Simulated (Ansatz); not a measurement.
**What DFT gives for Cu**

```
CELL_PARAMETERS angstrom
0.00000 1.88835 1.88835
1.88835 0.00000 1.88835
1.88835 1.88835 0.00000
ATOMIC_POSITIONS crystal
Cu 0.00000 0.00000 0.00000
```

Method: r2SCAN, no spin polarisation; PAW, plane waves to 500 eV, 15×15×15 Γ-centred mesh, fermi-dirac occupations (width 0.0586 eV) (Ansatz 0.2.0), atoms fixed.

Is there a gap?

It is a metal, with about 0.33 states/eV a cell as the mean within 0.25 eV of the Fermi level.

Describe some of the short contacts.

Cu–Cu at 2.67 Å: least valence density 0.21 e/Å³ and ELF 0.22 there. Both are smooth PAW fields, read partly inside the augmentation spheres.

What does the stress say?

The pressure is -17.6 GPa (compression positive), so with the atoms held at these fractions the cell would first shrink.

Origin: a known structure type with other elements, at an estimated volume, so it need not be a known compound. Caveats: atoms or cell far from equilibrium.
